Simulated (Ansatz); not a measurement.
**Ionic part of the dielectric constant of MgO at 11 GPa, mode by mode**

Method: DFT PBEsol, scalar-relativistic, plane waves, PAW (Ansatz 0.2.0). Plane waves to 420 eV; Γ-centred k mesh 10×10×10; fixed occupations. No spin polarisation. Phonons by linear response, acoustic sum rule imposed.

The structure is cubic, space group Fm-3m (No. 225). Conventional cell: a = 4.129 Å, b = 4.129 Å, c = 4.129 Å, α = 90.00°, β = 90.00°, γ = 90.00°. Mg (site symmetry m-3m) has 6 O at 2.06 Å as nearest neighbours. O (site symmetry m-3m) has 6 Mg at 2.06 Å as nearest neighbours.

The primitive cell has V = 17.59 Å³ and ε∞,xx = 3.177. Each polar mode adds Δε = (4.92064×10⁷/V)·S/ν² along x, with S its oscillator strength in e²/amu, ν in cm⁻¹ and V in Å³.

Question: From these modes, find each Δε and ε0,xx.
```csv
ν (cm⁻¹),S_xx (e²/amu)
445.4,0.3959
```

Answer:
```
ν (cm⁻¹)    Δε
   445.4  5.58
```

The sum is 5.580, so ε0,xx = 8.76; the run's tensor has 8.76.

Question: Where do the longitudinal modes lie for a wave vector along x?

Answer: At 740 cm⁻¹. The Lyddane–Sachs–Teller product Π(ν_LO/ν_TO)² = 2.76 matches ε0/ε∞ = 2.76.

Cost: 1 run of about 0.1 core-minutes, on Intel Xeon Platinum 8488C (Sapphire Rapids) (shared hosts).

Lattice polarisation dominates the static response of compressed MgO: the ionic term of 5.58 exceeds the whole electronic constant of 3.177. All of it comes from the one polar optical mode of rocksalt, in which the Mg and O sublattices move against each other. With the reduced mass of the pair, its oscillator strength implies a Born effective charge close to the formal ionic charge, as expected for a wide-gap oxide with little dynamical charge transfer. That large charge, weakly screened by the tightly bound O 2p electrons, also creates the macroscopic field that lifts the longitudinal mode to 740 cm⁻¹ from the transverse 445.4 cm⁻¹.

Because Δε varies as the inverse square of the frequency, the ionic term is sensitive to any error in the short-range restoring force. The electronic part is probably somewhat too large, since semilocal functionals tend to overestimate polarisability. The Lyddane–Sachs–Teller agreement confirms internal consistency, not accuracy against experiment. Compression normally stiffens the transverse mode and lowers the ionic term, but a single pressure cannot show that trend.
